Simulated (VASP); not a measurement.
The system is MnS.

```
Mn S
1.0
     0.00000    2.60450    2.60450
     2.60450    0.00000    2.60450
     2.60450    2.60450    0.00000
Mn S
1 1
Direct
  0.00000 0.00000 0.00000
  0.50000 0.50000 0.50000
```

```yaml
Program: VASP 6.6.1
Task: relaxation of cell and atoms
Functional: PBE
Potentials_or_basis: VASP PAW PBE potentials, release 64 (Mn_pv, S)
Cutoff: 600 eV
k_mesh: 8 × 8 × 8
Occupations: fermi-dirac, width 0.05 eV
Spin: collinear spin, ferromagnetic start
Starting_moments: "[4.0, 0.0] μB"
```

At the start: pressure -3.2 GPa; volume 17.67 Å³/atom.

Q: How do energy, volume and symmetry change on relaxing?

A: Over 3 steps the energy falls by 8.5 meV/atom and the volume is 16.84 Å³/atom (-4.7 %); space group Fm-3m (No. 225, to 0.05 Å); moment 4.62 μB per cell.

Step by step:
```tsv
step	energy change (eV)	largest force (eV/Å)	pressure (GPa)	volume (Å³)
1	0.0000	0.0000	-3.22	35.33
2	-0.0169	0.0000	0.26	33.55
3	-0.0170	0.0000	0.00	33.67
```

Final structure:
```
CELL_PARAMETERS angstrom
0.00000 2.56303 2.56303
2.56303 0.00000 2.56303
2.56303 2.56303 0.00000
ATOMIC_POSITIONS crystal
Mn 0.00000 0.00000 0.00000
S 0.50000 0.50000 0.50000
```

Caveat: a cell with one magnetic atom can't hold antiferromagnetic order, which such compounds often take.
